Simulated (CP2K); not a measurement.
TiO2 (Anatase):

```xyz
6
Lattice="5.4582 0.0000 0.0000 2.8346 4.6644 0.0000 -4.1464 -2.3322 2.6758" Properties=species:S:1:pos:R:3 pbc="T T T"
Ti    2.7291    0.0000    1.3379
Ti    0.0000    0.0000    0.0000
O     6.5671    3.6938    0.0000
O     1.0034   -0.9707    1.3379
O     4.4548    0.9707    1.3379
O     1.7257    0.9707    0.0000
```

Base run:

| Item | Value |
| --- | --- |
| Program | CP2K 2026.2 |
| Functional | rev-vdW-DF2 |
| Potentials or basis | POTENTIAL_UZH Ti GTH-PBE-q12, O GTH-PBE-q6; DZVP-MOLOPT-PBE-GTH basis |
| Density cutoff | 11565 eV |
| k mesh | 10 × 10 × 10 |
| Occupations | fermi-dirac, width 0.05 eV |
| Spin | no spin polarisation |

Its results: band gap on the k mesh 2.06 eV, indirect (least direct gap 2.41 eV); pressure 3.7 GPa; largest force 0.156 eV/Å.

Problem. After a change of settings the same cell gave: band gap on the k mesh 2.07 eV, indirect (least direct gap 2.42 eV); pressure 6.3 GPa; largest force 0.122 eV/Å. Which change was it?
A. functional from rev-vdW-DF2 to vdW-DF-cx
B. functional from rev-vdW-DF2 to LDA
C. functional from rev-vdW-DF2 to MS2
D. functional from rev-vdW-DF2 to PBE

Solution. D.

Caveats: the basis of atomic orbitals isn't converged, which shifts pressures, moduli and gaps; the potentials were made for another functional, which shifts forces and pressure (some runs).
